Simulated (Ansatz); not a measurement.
## Ti3Ni under changes of volume

One of the cells (15.235 Å³/atom); the others are scaled copies at fixed shape and fractional positions:

```
CELL_PARAMETERS angstrom
3.93518 0.00000 0.00000
0.00000 3.93518 0.00000
0.00000 0.00000 3.93518
ATOMIC_POSITIONS crystal
Ni 0.00000 0.00000 0.00000
Ti 0.50000 0.50000 0.00000
Ti 0.50000 0.00000 0.50000
Ti 0.00000 0.50000 0.50000
```

The cell comes from a database or a generator and needn't be the stable form of this composition.

- Program: Ansatz 0.2.0
- Functional: PBEsol
- Potentials or basis: Ansatz PAW
- Cutoff: 420 eV (not typed: the program's choice for these potentials)
- k mesh: 7 × 7 × 7
- Occupations: fermi-dirac, width 0.05 eV
- Spin: collinear spin, ferromagnetic start
- Starting moments: [1.0, 1.0, 1.0, 1.0] μB

```csv
volume (Å³/atom),energy over the lowest point (meV/atom),pressure (GPa)
14.321,?,?
14.625,0.00,0.2
14.930,2.60,-2.6
15.235,10.17,-5.1
15.539,22.21,-7.3
15.844,38.32,-9.3
16.149,58.08,-11.2
```

Q: What does the run at 14.321 Å³/atom give?

A: Energy over the lowest point 2.88 meV/atom; pressure 3.2 GPa.

Worked out: A Birch-Murnaghan fit of order 3 (a polynomial in V^(-2/3)) to the other rows has its minimum at 14.63 Å³/atom with B0 = V·E''(V) = 139 GPa and B' = 4.0. It gives 2.93 meV/atom at 14.321 Å³/atom, against the run's 2.88, and -dE/dV = 3.1 GPa, against 3.2.

Energies are extrapolated to zero smearing.

Caveats: the PAW data sets come from PBE, with cores solved anew for the run's functional, which leaves a small shift of forces and pressure; the starting moments weren't kept.
